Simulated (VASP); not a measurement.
## TiC (Khamrabaevite) under strain

Aim: follow the pressure of TiC (Khamrabaevite) through compression, expansion and shear. All runs use PBE. Left out of this account: at least 1 further run (fields: a reference on another mesh). The start is a cell from a database of measured crystal structures.

Calculated with VASP 6.6.1; PBE; plane waves and PAW (Ti_sv, C).

Most raw output is cut from this account.

## Step 1: The structure

Symmetry: Fm-3m, No. 225, cubic system. Conventional cell: a = 4.328 Å, b = 4.328 Å, c = 4.328 Å, α = 90.00°, β = 90.00°, γ = 90.00°. Ti has 6 C at 2.16 Å nearest. Nearest to C lie 6 Ti at 2.16 Å. Farther neighbours are not listed.

Coordinates:

```xyz
2
Lattice="0.0000 2.1640 2.1640 2.1640 0.0000 2.1640 2.1640 2.1640 0.0000" Properties=species:S:1:pos:R:3 pbc="T T T"
Ti    0.0000    0.0000    0.0000
C     2.1640    2.1640    2.1640
```

## Step 2: Bands, cell as listed

The mesh alone shows little of the dispersion and can miss band extrema, so KPOINTS_OPT adds a path through the symmetry points after the self-consistent cycle. PBE, the usual starting point, adds the gradient of the density.

INCAR reads:

```
SYSTEM = TiC
PREC = Accurate
ENCUT = 520
EDIFF = 1E-06
NELM = 100
ISMEAR = -1
SIGMA = 0.05
LREAL = .FALSE.
ALGO = Normal
GGA = PE
NBANDS = 20
LASPH = .TRUE.
LORBIT = 11
LWAVE = .FALSE.
LCHARG = .FALSE.
KPAR = 2
```

POSCAR reads:

```
TiC
1.0
    0.0000000000      2.1640000000      2.1640000000
    2.1640000000      0.0000000000      2.1640000000
    2.1640000000      2.1640000000      0.0000000000
Ti C
1 1
Direct
    0.0000000000      0.0000000000      0.0000000000
    0.5000000000      0.5000000000      0.5000000000
```

KPOINTS reads:

```
Automatic mesh
0
Gamma
15 15 15
0 0 0
```

KPOINTS_OPT reads:

```
Line mode
16
Line-mode
Reciprocal
  0.00000000   0.00000000   0.00000000 GAMMA
  0.50000000   0.00000000   0.50000000 X

  0.50000000   0.00000000   0.50000000 X
  0.50000000   0.25000000   0.75000000 W

  0.50000000   0.25000000   0.75000000 W
  0.37500000   0.37500000   0.75000000 K

  0.37500000   0.37500000   0.75000000 K
  0.00000000   0.00000000   0.00000000 GAMMA

  0.00000000   0.00000000   0.00000000 GAMMA
  0.50000000   0.50000000   0.50000000 L

  0.50000000   0.50000000   0.50000000 L
  0.62500000   0.25000000   0.62500000 U

  0.62500000   0.25000000   0.62500000 U
  0.50000000   0.25000000   0.75000000 W

  0.50000000   0.25000000   0.75000000 W
  0.50000000   0.50000000   0.50000000 L

  0.50000000   0.50000000   0.50000000 L
  0.37500000   0.37500000   0.75000000 K

  0.62500000   0.25000000   0.62500000 U
  0.50000000   0.00000000   0.50000000 X
```

The projector-augmented-wave data sets are Ti_sv and C (PBE family, release 64).

Command:

```
$ mpirun -np 2 vasp_std
```

Elapsed: 30 s, on 2 MPI ranks of Intel Xeon Platinum 8259CL at 2.50GHz (Skylake/Cascade Lake), shared host; peak memory 0.37 GiB.

Numbers from this step:

```
SCF cycles                             : 16
electrons                              : 16
bands                                  : 20
irreducible k-points                   : 120
symmetry operations                    : 48
free energy (TOTEN)                    : -18.71 eV
energy at zero smearing                : -18.71 eV
Fermi energy                           : 9.430 eV
pressure                               : 1.088 GPa
metallic, judged on the points sampled : yes
```

The electronic bands at the labelled points (eV, zero at the Fermi level; # counts the bands kept in this run):

| point | #1 | #2 | #3 | #4 | #5 | #6 | #7 | #8 |
| --- | --- | --- | --- | --- | --- | --- | --- | --- |
| Γ | -12.40 | 0.70 | 0.70 | 0.70 | 1.69 | 1.69 | 1.69 | 1.73 |
| 0.47 of the way | -11.06 | -3.22 | -0.47 | -0.38 | -0.38 | 2.15 | 3.70 | 3.70 |
| X | -10.11 | -3.42 | -1.61 | -0.02 | -0.02 | 2.73 | 3.54 | 3.54 |
| 0.53 of the way | -9.81 | -3.38 | -2.49 | -1.72 | 1.35 | 3.46 | 3.54 | 4.13 |
| W | -9.51 | -3.13 | -3.13 | -2.70 | 2.81 | 2.81 | 3.54 | 5.13 |
| 0.47 of the way | -9.55 | -3.30 | -3.29 | -2.20 | 2.07 | 3.12 | 3.68 | 5.18 |
| K | -9.59 | -3.47 | -3.34 | -1.72 | 1.47 | 3.16 | 3.84 | 5.45 |
| 0.47 of the way | -10.39 | -3.62 | -2.33 | -2.16 | 1.72 | 2.87 | 3.73 | 4.54 |
| Γ | -12.40 | 0.70 | 0.70 | 0.70 | 1.69 | 1.69 | 1.69 | 1.73 |
| 0.47 of the way | -11.24 | -2.44 | -1.53 | -1.53 | 1.67 | 1.67 | 2.76 | 5.60 |
| L | -8.91 | -5.84 | -2.89 | -2.89 | 2.93 | 2.93 | 4.12 | 8.19 |
| 0.53 of the way | -9.19 | -4.98 | -3.00 | -2.48 | 2.47 | 2.94 | 3.85 | 6.51 |
| U | -9.59 | -3.47 | -3.34 | -1.72 | 1.47 | 3.16 | 3.84 | 5.45 |
| 0.53 of the way | -9.55 | -3.30 | -3.29 | -2.20 | 2.07 | 3.12 | 3.68 | 5.18 |
| W | -9.51 | -3.13 | -3.13 | -2.70 | 2.81 | 2.81 | 3.54 | 5.13 |
| 0.47 of the way | -9.25 | -4.73 | -3.00 | -2.46 | 2.62 | 2.76 | 3.79 | 6.29 |
| L | -8.91 | -5.84 | -2.89 | -2.89 | 2.93 | 2.93 | 4.12 | 8.19 |
| 0.47 of the way | -9.13 | -5.17 | -2.97 | -2.57 | 2.57 | 2.93 | 3.88 | 6.76 |
| K | -9.59 | -3.47 | -3.34 | -1.72 | 1.47 | 3.16 | 3.84 | 5.45 |
| jump to U | -9.59 | -3.47 | -3.34 | -1.72 | 1.47 | 3.16 | 3.84 | 5.45 |
| 0.47 of the way | -9.94 | -3.41 | -2.33 | -0.79 | 0.52 | 3.43 | 3.64 | 3.80 |
| X | -10.11 | -3.42 | -1.61 | -0.02 | -0.02 | 2.73 | 3.54 | 3.54 |

Of the projections kept (Ti, C), the largest for each band there, as a share of the weight inside these atoms' spheres; weight between the spheres isn't counted:

| point | #1 | #2 | #3 | #4 | #5 | #6 | #7 | #8 |
| --- | --- | --- | --- | --- | --- | --- | --- | --- |
| Γ | C 0.69 | Ti 1.00 | Ti 1.00 | Ti 1.00 | C 0.94 | C 0.94 | C 0.94 | Ti 1.00 |
| X | C 0.69 | C 0.60 | Ti 1.00 | C 0.80 | C 0.80 | Ti 1.00 | Ti 1.00 | Ti 1.00 |
| W | C 0.72 | Ti 0.57 | Ti 0.57 | Ti 0.54 | Ti 0.81 | Ti 0.81 | Ti 1.00 | Ti 0.89 |
| K | C 0.71 | Ti 0.61 | C 0.51 | Ti 0.54 | Ti 0.79 | Ti 1.00 | Ti 0.91 | Ti 0.81 |
| Γ | C 0.69 | Ti 1.00 | Ti 1.00 | Ti 1.00 | C 0.94 | C 0.94 | C 0.94 | Ti 1.00 |
| L | C 0.81 | Ti 0.60 | Ti 0.63 | Ti 0.63 | Ti 0.99 | Ti 0.99 | Ti 0.87 | Ti 0.64 |

There is no gap at this level.

Of the bands kept, 4 cross the Fermi level on this path.

## Step 3: Bands, volume times 1.04

The cell is expanded evenly, with fractional positions held.

INCAR is that of step 2.

POSCAR reads:

```
TiC
1.0
    0.0000000000      2.1924769499      2.1924769499
    2.1924769499      0.0000000000      2.1924769499
    2.1924769499      2.1924769499      0.0000000000
Ti C
1 1
Direct
    0.0000000000      0.0000000000      0.0000000000
    0.5000000000      0.5000000000      0.5000000000
```

KPOINTS is that of step 2.

KPOINTS_OPT is that of step 2.

Command:

```
$ mpirun -np 2 vasp_std
```

Wall time 29 s (2 MPI ranks); peak memory 0.37 GiB; 56 s of CPU time.

This step gave:

```yaml
free_energy_toten: -18.69 eV
energy_at_zero_smearing: -18.69 eV
fermi_energy: 8.975 eV
pressure: -8.101 GPa
```

Electronic bands along the path, in eV, zero at the Fermi level; # counts the bands kept in this run:

| point | #1 | #2 | #3 | #4 | #5 | #6 | #7 | #8 |
| --- | --- | --- | --- | --- | --- | --- | --- | --- |
| Γ | -12.21 | 0.69 | 0.69 | 0.69 | 1.64 | 1.64 | 1.64 | 1.64 |
| 0.53 of the way | -10.66 | -3.46 | -0.64 | -0.39 | -0.39 | 2.14 | 3.66 | 3.66 |
| X | -9.96 | -3.39 | -1.50 | -0.05 | -0.05 | 2.58 | 3.35 | 3.35 |
| 0.53 of the way | -9.68 | -3.33 | -2.39 | -1.68 | 1.30 | 3.28 | 3.35 | 3.92 |
| W | -9.41 | -3.06 | -3.06 | -2.61 | 2.68 | 2.68 | 3.35 | 4.81 |
| 0.47 of the way | -9.45 | -3.22 | -3.21 | -2.13 | 1.98 | 2.96 | 3.49 | 4.89 |
| K | -9.48 | -3.36 | -3.28 | -1.66 | 1.41 | 2.99 | 3.64 | 5.19 |
| 0.47 of the way | -10.30 | -3.51 | -2.23 | -2.08 | 1.64 | 2.72 | 3.57 | 4.29 |
| Γ | -12.21 | 0.69 | 0.69 | 0.69 | 1.64 | 1.64 | 1.64 | 1.64 |
| 0.53 of the way | -10.81 | -2.93 | -1.76 | -1.76 | 1.80 | 1.80 | 2.79 | 5.85 |
| L | -8.91 | -5.66 | -2.77 | -2.77 | 2.78 | 2.78 | 3.90 | 7.81 |
| 0.53 of the way | -9.14 | -4.84 | -2.91 | -2.38 | 2.35 | 2.78 | 3.65 | 6.17 |
| U | -9.48 | -3.36 | -3.28 | -1.66 | 1.41 | 2.99 | 3.64 | 5.19 |
| 0.47 of the way | -9.45 | -3.24 | -3.24 | -2.04 | 1.87 | 2.97 | 3.52 | 4.94 |
| W | -9.41 | -3.06 | -3.06 | -2.61 | 2.68 | 2.68 | 3.35 | 4.81 |
| 0.53 of the way | -9.14 | -4.82 | -2.88 | -2.43 | 2.50 | 2.67 | 3.63 | 6.21 |
| L | -8.91 | -5.66 | -2.77 | -2.77 | 2.78 | 2.78 | 3.90 | 7.81 |
| 0.47 of the way | -9.09 | -5.02 | -2.87 | -2.47 | 2.44 | 2.78 | 3.68 | 6.42 |
| K | -9.48 | -3.36 | -3.28 | -1.66 | 1.41 | 2.99 | 3.64 | 5.19 |
| jump to U | -9.48 | -3.36 | -3.28 | -1.66 | 1.41 | 2.99 | 3.64 | 5.19 |
| 0.53 of the way | -9.84 | -3.37 | -2.09 | -0.65 | 0.38 | 3.27 | 3.41 | 3.42 |
| X | -9.96 | -3.39 | -1.50 | -0.05 | -0.05 | 2.58 | 3.35 | 3.35 |

Of the projections kept (Ti, C), the largest for each band there, as a share of the weight inside these atoms' spheres; weight between the spheres isn't counted:

| point | #1 | #2 | #3 | #4 | #5 | #6 | #7 | #8 |
| --- | --- | --- | --- | --- | --- | --- | --- | --- |
| Γ | C 0.70 | Ti 1.00 | Ti 1.00 | Ti 1.00 | C 0.94 | C 0.94 | C 0.94 | Ti 1.00 |
| X | C 0.70 | C 0.61 | Ti 1.00 | C 0.81 | C 0.81 | Ti 1.00 | Ti 1.00 | Ti 1.00 |
| W | C 0.73 | Ti 0.56 | Ti 0.56 | Ti 0.54 | Ti 0.82 | Ti 0.82 | Ti 1.00 | Ti 0.89 |
| K | C 0.73 | Ti 0.60 | C 0.52 | Ti 0.54 | Ti 0.80 | Ti 1.00 | Ti 0.92 | Ti 0.81 |
| Γ | C 0.70 | Ti 1.00 | Ti 1.00 | Ti 1.00 | C 0.94 | C 0.94 | C 0.94 | Ti 1.00 |
| L | C 0.82 | Ti 0.59 | Ti 0.63 | Ti 0.63 | Ti 0.99 | Ti 0.99 | Ti 0.87 | Ti 0.64 |

 The pressure is -8.10 GPa.

Of the bands kept, 4 cross the Fermi level on this path.

## Step 4: Bands, volume times 1.08

INCAR is that of step 3.

POSCAR reads:

```
TiC
1.0
    0.0000000000      2.2202327692      2.2202327692
    2.2202327692      0.0000000000      2.2202327692
    2.2202327692      2.2202327692      0.0000000000
Ti C
1 1
Direct
    0.0000000000      0.0000000000      0.0000000000
    0.5000000000      0.5000000000      0.5000000000
```

KPOINTS is that of step 3.

KPOINTS_OPT is that of step 3.

Command:

```
$ mpirun -np 2 vasp_std
```

The job ended after 37 s (2 MPI ranks; peak memory 0.37 GiB; 71 s of CPU time).

Numbers from this step:

| Item | Value |
| --- | --- |
| SCF cycles | 17 |
| free energy (TOTEN) | -18.63 eV |
| energy at zero smearing | -18.63 eV |
| Fermi energy | 8.55 eV |
| pressure | -15.63 GPa |

The electronic bands at the labelled points (eV, zero at the Fermi level; # counts the bands kept in this run):

| point | #1 | #2 | #3 | #4 | #5 | #6 | #7 | #8 |
| --- | --- | --- | --- | --- | --- | --- | --- | --- |
| Γ | -12.03 | 0.67 | 0.67 | 0.67 | 1.56 | 1.56 | 1.59 | 1.59 |
| 0.47 of the way | -10.81 | -3.01 | -0.37 | -0.36 | -0.36 | 1.94 | 3.37 | 3.37 |
| X | -9.82 | -3.34 | -1.40 | -0.08 | -0.08 | 2.45 | 3.17 | 3.17 |
| 0.47 of the way | -9.61 | -3.30 | -2.18 | -1.40 | 1.03 | 3.13 | 3.17 | 3.53 |
| W | -9.31 | -2.98 | -2.98 | -2.53 | 2.55 | 2.55 | 3.17 | 4.52 |
| 0.47 of the way | -9.35 | -3.16 | -3.11 | -2.06 | 1.89 | 2.81 | 3.31 | 4.62 |
| K | -9.38 | -3.26 | -3.22 | -1.61 | 1.35 | 2.84 | 3.45 | 4.91 |
| 0.53 of the way | -10.56 | -2.91 | -1.91 | -1.69 | 1.38 | 2.33 | 3.25 | 3.87 |
| Γ | -12.03 | 0.67 | 0.67 | 0.67 | 1.56 | 1.56 | 1.59 | 1.59 |
| 0.47 of the way | -10.98 | -2.31 | -1.40 | -1.40 | 1.53 | 1.53 | 2.51 | 5.13 |
| L | -8.90 | -5.49 | -2.66 | -2.66 | 2.64 | 2.64 | 3.69 | 7.47 |
| 0.53 of the way | -9.09 | -4.70 | -2.82 | -2.29 | 2.23 | 2.64 | 3.46 | 5.86 |
| U | -9.38 | -3.26 | -3.22 | -1.61 | 1.35 | 2.84 | 3.45 | 4.91 |
| 0.47 of the way | -9.35 | -3.17 | -3.14 | -1.98 | 1.79 | 2.82 | 3.34 | 4.67 |
| W | -9.31 | -2.98 | -2.98 | -2.53 | 2.55 | 2.55 | 3.17 | 4.52 |
| 0.47 of the way | -9.13 | -4.46 | -2.82 | -2.28 | 2.37 | 2.49 | 3.41 | 5.64 |
| L | -8.90 | -5.49 | -2.66 | -2.66 | 2.64 | 2.64 | 3.69 | 7.47 |
| 0.53 of the way | -9.09 | -4.70 | -2.82 | -2.29 | 2.23 | 2.64 | 3.46 | 5.86 |
| K | -9.38 | -3.26 | -3.22 | -1.61 | 1.35 | 2.84 | 3.45 | 4.91 |
| jump to U | -9.38 | -3.26 | -3.22 | -1.61 | 1.35 | 2.84 | 3.45 | 4.91 |
| 0.47 of the way | -9.67 | -3.32 | -2.15 | -0.77 | 0.47 | 3.07 | 3.26 | 3.43 |
| X | -9.82 | -3.34 | -1.40 | -0.08 | -0.08 | 2.45 | 3.17 | 3.17 |

Of the projections kept (Ti, C), the largest for each band there, as a share of the weight inside these atoms' spheres; weight between the spheres isn't counted:

| point | #1 | #2 | #3 | #4 | #5 | #6 | #7 | #8 |
| --- | --- | --- | --- | --- | --- | --- | --- | --- |
| Γ | C 0.72 | Ti 1.00 | Ti 1.00 | Ti 1.00 | Ti 1.00 | Ti 1.00 | C 0.94 | C 0.94 |
| X | C 0.71 | C 0.62 | Ti 1.00 | C 0.81 | C 0.81 | Ti 1.00 | Ti 1.00 | Ti 1.00 |
| W | C 0.74 | Ti 0.55 | Ti 0.55 | Ti 0.54 | Ti 0.83 | Ti 0.83 | Ti 1.00 | Ti 0.90 |
| K | C 0.74 | Ti 0.60 | C 0.52 | Ti 0.54 | Ti 0.81 | Ti 1.00 | Ti 0.92 | Ti 0.89 |
| Γ | C 0.72 | Ti 1.00 | Ti 1.00 | Ti 1.00 | Ti 1.00 | Ti 1.00 | C 0.94 | C 0.94 |
| L | C 0.83 | Ti 0.59 | Ti 0.63 | Ti 0.63 | Ti 0.99 | Ti 0.99 | Ti 0.88 | Ti 0.64 |

 The pressure is -15.63 GPa.

Of the bands kept, 4 cross the Fermi level on this path.

## Step 5: Bands, sheared, principal strains -4.1, +1.4, +2.9 %

The first cell is sheared at its own volume, which lowers its symmetry.

INCAR is that of step 4.

POSCAR reads:

```
TiC
1.0
    0.0578100000      2.2230470000      2.2007830000
    2.1662200000      0.0176430000      2.2409500000
    2.1070810000      2.2040760000      0.0767810000
Ti C
1 1
Direct
    0.0000000000      0.0000000000      0.0000000000
    0.5000000000      0.5000000000      0.5000000000
```

KPOINTS is that of step 4.

KPOINTS_OPT reads:

```
Line mode
16
Line-mode
Reciprocal
  0.00000000   0.50000000   0.00000000 X
  0.00000000   0.00000000   0.00000000 GAMMA

  0.00000000   0.00000000   0.00000000 GAMMA
 -0.50000000  -0.50000000  -0.50000000 Y

 -0.50000000   0.00000000  -0.50000000 L
  0.00000000   0.00000000   0.00000000 GAMMA

  0.00000000   0.00000000   0.00000000 GAMMA
  0.00000000   0.00000000   0.50000000 Z

  0.00000000   0.50000000   0.50000000 N
  0.00000000   0.00000000   0.00000000 GAMMA

  0.00000000   0.00000000   0.00000000 GAMMA
 -0.50000000  -0.50000000   0.00000000 M

 -0.50000000   0.00000000   0.00000000 R
  0.00000000   0.00000000   0.00000000 GAMMA
```

Command:

```
$ mpirun -np 2 vasp_std
```

Wall time 3.5 min (2 MPI ranks); peak memory 2 GiB.

The path and its labels are those of the sheared lattice, so a letter need not mean the same point as in the unstrained cell.

Numbers from this step:

| Item | Value |
| --- | --- |
| SCF cycles | 14 |
| irreducible k-points | 1688 |
| symmetry operations | 2 |
| free energy (TOTEN) | -18.65 eV |
| energy at zero smearing | -18.64 eV |
| Fermi energy | 9.464 eV |
| pressure | 1.672 GPa |

The electronic bands at the labelled points (eV, zero at the Fermi level; # counts the bands kept in this run):

| point | #1 | #2 | #3 | #4 | #5 | #6 | #7 | #8 |
| --- | --- | --- | --- | --- | --- | --- | --- | --- |
| X | -9.04 | -5.88 | -3.06 | -2.54 | 2.71 | 2.98 | 4.07 | 7.85 |
| 0.53 of the way | -11.30 | -2.58 | -1.73 | -1.21 | 1.52 | 1.85 | 2.71 | 5.32 |
| Γ | -12.44 | 0.42 | 0.54 | 1.05 | 1.44 | 1.57 | 1.59 | 1.84 |
| 0.47 of the way | -11.32 | -2.66 | -1.61 | -1.21 | 1.58 | 1.85 | 2.71 | 5.30 |
| Y | -9.12 | -5.88 | -2.92 | -2.51 | 2.69 | 2.92 | 3.99 | 7.76 |
| jump to L | -10.20 | -3.65 | -1.61 | -0.27 | 0.47 | 2.69 | 3.40 | 3.59 |
| 0.47 of the way | -10.92 | -3.60 | -0.78 | -0.54 | 0.07 | 2.27 | 3.56 | 3.81 |
| Γ | -12.44 | 0.42 | 0.54 | 1.05 | 1.44 | 1.57 | 1.59 | 1.84 |
| 0.47 of the way | -11.23 | -2.27 | -1.83 | -1.57 | 1.48 | 1.67 | 2.72 | 5.45 |
| Z | -8.74 | -5.86 | -3.29 | -2.98 | 2.83 | 3.11 | 4.32 | 7.89 |
| jump to N | -10.09 | -3.16 | -1.69 | -0.36 | -0.14 | 2.68 | 3.48 | 3.57 |
| 0.47 of the way | -10.67 | -3.62 | -0.86 | -0.69 | -0.52 | 2.16 | 3.99 | 4.05 |
| Γ | -12.44 | 0.42 | 0.54 | 1.05 | 1.44 | 1.57 | 1.59 | 1.84 |
| 0.47 of the way | -11.13 | -3.23 | -0.60 | -0.31 | -0.22 | 2.10 | 3.56 | 3.61 |
| M | -10.15 | -3.55 | -1.62 | 0.00 | 0.04 | 2.65 | 3.35 | 3.63 |
| jump to R | -8.83 | -5.86 | -3.22 | -2.84 | 2.68 | 3.10 | 4.30 | 7.83 |
| 0.47 of the way | -10.92 | -2.95 | -2.11 | -1.80 | 1.69 | 1.96 | 2.91 | 5.91 |
| Γ | -12.44 | 0.42 | 0.54 | 1.05 | 1.44 | 1.57 | 1.59 | 1.84 |

Of the projections kept (Ti, C), the largest for each band there, as a share of the weight inside these atoms' spheres; weight between the spheres isn't counted:

| point | #1 | #2 | #3 | #4 | #5 | #6 | #7 | #8 |
| --- | --- | --- | --- | --- | --- | --- | --- | --- |
| X | C 0.80 | Ti 0.60 | Ti 0.64 | Ti 0.63 | Ti 0.98 | Ti 0.99 | Ti 0.88 | Ti 0.63 |
| Γ | C 0.69 | Ti 1.00 | Ti 1.00 | Ti 1.00 | C 0.92 | Ti 1.00 | C 0.95 | Ti 1.00 |
| Y | C 0.80 | Ti 0.60 | Ti 0.64 | Ti 0.63 | Ti 0.98 | Ti 0.98 | Ti 0.88 | Ti 0.63 |
| L | C 0.69 | C 0.60 | Ti 1.00 | C 0.78 | C 0.82 | Ti 1.00 | Ti 1.00 | Ti 1.00 |
| Γ | C 0.69 | Ti 1.00 | Ti 1.00 | Ti 1.00 | C 0.92 | Ti 1.00 | C 0.95 | Ti 1.00 |
| Z | C 0.81 | Ti 0.59 | Ti 0.63 | Ti 0.63 | Ti 0.99 | Ti 0.98 | Ti 0.87 | Ti 0.57 |

 The pressure is 1.67 GPa, and the symmetry operations fall from 48 to 2.

(Part 1 of 2 ends here.)

[Lines on the potential files, build, host, timing and source positions are cut from VASP's logs without a mark.]

[Logs are printed without paths, hosts, clocks, repeated set-up lines and the standing remarks that a program may print on its own settings, such as how far it seeks lower states.]

[Hosts, paths, dates, database ids (printed as entryN), source tags and the programs' standing remarks are cut or masked in the printed files.]

[A measured line is paired with the nearest computed mode of its activity, which favours agreement.]

[In band tables of VASP the shares of atoms and orbitals are scaled to a sum of 1 inside the atoms' spheres.]
